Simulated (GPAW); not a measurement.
A run of GPAW 26.7.0:

run.py

```python
from ase.dft.bandgap import bandgap
from ase.io import read, write
from ase.units import GPa
from gpaw import GPAW, PW

atoms = read('POSCAR')

calc = GPAW(mode=PW(600),
            xc='PBE',
            kpts={'size': (8, 8, 8), 'gamma': True},
            occupations={'name': 'methfessel-paxton', 'order': 0, 'width': 0.025},
            nbands=18,
            convergence={'density': 1e-05, 'energy': 1e-05},
            maxiter=150,
            txt='gpaw.txt')
atoms.calc = calc
energy = atoms.get_potential_energy()
forces = atoms.get_forces()
stress = atoms.get_stress()
calc.write('gs.gpw')
write('result.traj', atoms)
print(f'Energy: {energy:.6f} eV')
print('Forces (eV/A):')
print(forces.round(4))
print('Stress (GPa):', (stress / GPa).round(3))
print('Fermi level:', round(calc.get_fermi_level(), 4), 'eV')
print(f'Gap: {bandgap(calc)[0]:.4f} eV, direct: {bandgap(calc, direct=True)[0]:.4f} eV')
```

POSCAR

```
HgSe
1.0
    0.0000000000      3.0390000000      3.0390000000
    3.0390000000      0.0000000000      3.0390000000
    3.0390000000      3.0390000000      0.0000000000
Hg Se
1 1
Direct
    0.0000000000      0.0000000000      0.0000000000
    0.7500000000      0.7500000000      0.7500000000
```

Potentials or basis: GPAW PAW data sets (gpaw-data 1.2.1), pw.

Run with:

```bash
$ OMP_NUM_THREADS=1 python run.py
```

Hardware: 1 thread of Arm Neoverse V1, on a shared host.

Problem. Estimate the wall time of this run.

Solution. It took 19 s on 1 thread of Arm Neoverse V1, with other jobs on the host, peak memory 0.17 GiB. Counts: scf iterations 10, plane waves 1895, bands 18, k points 29.
